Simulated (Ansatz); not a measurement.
The cell was built from the fcc type and relaxed in the same program; it needn't be a known or the stable phase. The listed cell was then made from it by scaling, straining or moving an atom.

An input for Pd: DFT, PBE, PAW with Ansatz's default frozen-core files, scalar-relativistic (Ansatz 0.2.0).

```yaml
crystal:
  lattice:
    - [0.0, 1.9876082609, 1.9430552011]
    - [1.9876082609, 0.0, 1.9430552011]
    - [1.9876082609, 1.9876082609, 0.0]
  atoms:
    - { symbol: Pd, position: [0.0, 0.0, 0.0] }
kpoints:
  mp_grid: { grid: [19, 19, 19] }
scf:
  occupations: { method: fermi_dirac, width: 0.08 }
hamiltonian:
  xc: pbe
  pseudopotentials: { kind: paw }
output:
  forces: true
  stress: true
  eigenvalues: true
  efg: { contact_densities: true }
```

The results part of the log:

```
SCF 1 converged in 6 iterations: F = -6972.871379 eV  dr2 = 5.72e-11
  greatest PAW one-centre occupation: 0.999 electrons in one spin orbital (limit 2), on the Pd atom at site 0 (counted from 0), in its partial waves of l = 0
SCF converged after 6 iterations
Free energy (F): -6972.871379 eV
Harris-Foulkes:  -6972.871379 eV  (|F-HF|=2.27e-11)
Internal energy: -6972.825559 eV  (E = F + TS)
E sigma→0 (E₀):  -6972.848469 eV
Entropy (-TS):   -0.045820 eV (-45.820 meV/atom)
Fermi energy:    18.800217 eV
--- Per-component energies (eV) ---
  E_band       = -152.565772
  E_kinetic    = 513.131001
  E_local      = -1805.050839  (includes V_loc(G=0)·N_el)
  E_nonlocal   = 217.243525
  E_hartree    = 731.406848
  E_xc         = -168.454155
  E_vxc        = -211.323073  (∫ρ·V_xc dr)
  E_paw        = -3750.216451  (= ΣΔE_a)
  E_vpaw       = -329.380306  (= ΣTr[D̂ρ^β])
  E_aug_tail   = 0.000229  (compensation charges beyond the density's cutoff)
  E_ewald      = -2710.885718
  E_smearing   = -0.045820  (= −TS)
  E_closure    = 0.000000  (closes the sum)
  Σ components = -6972.871379   (vs F -6972.871379, Δ=0.00e0)
--- Forces (eV/Å), atoms counted from 1 ---
  atom   1  Pd     0.00000000     0.00000000     0.00000000
  max |Σ_I F_I| component: 9.86e-32 eV/Å
--- Stress (GPa, compression-positive) ---
       -0.320722       0.000000       0.000000
        0.000000      -0.320722       0.000000
        0.000000       0.000000       0.681545
  P = ⅓ Tr σ = 0.0134 GPa (0.134 kbar)
--- PAW observables at the nuclei: V_zz in 10²¹ V/m², potentials from the cell's mean, atoms counted from 1 ---
  atom   1  Pd V_zz =    +0.466260   η = 0.0000   by run symmetry: allowed
            electrostatic potential = -7254.751862 V   contact ρ = 865650.884053 e/Å³
--- Band table (eV; the first three rows and the last of 550) ---
  k-point 0: bands = ["-65.2257", "-30.7604", "-30.7528", "-30.7528", "11.9226", "16.0484", "16.0484", "16.2457", "17.5166", "17.7193", "35.7817", "40.0997", "40.0997"]
  k-point 1: bands = ["-65.2244", "-30.7670", "-30.7573", "-30.7544", "12.0204", "16.0349", "16.0818", "16.2585", "17.5033", "17.7010", "35.8776", "39.5655", "40.2049"]
  k-point 2: bands = ["-65.2209", "-30.7941", "-30.7620", "-30.7589", "12.3047", "15.9744", "16.1693", "16.3218", "17.4772", "17.6585", "36.0916", "38.2184", "40.5110"]
  k-point 549: bands = ["-65.1624", "-31.0981", "-30.9002", "-30.8951", "13.7459", "14.0189", "18.6701", "18.8669", "19.0331", "22.6634", "29.4804", "31.0925", "31.5832"]
```
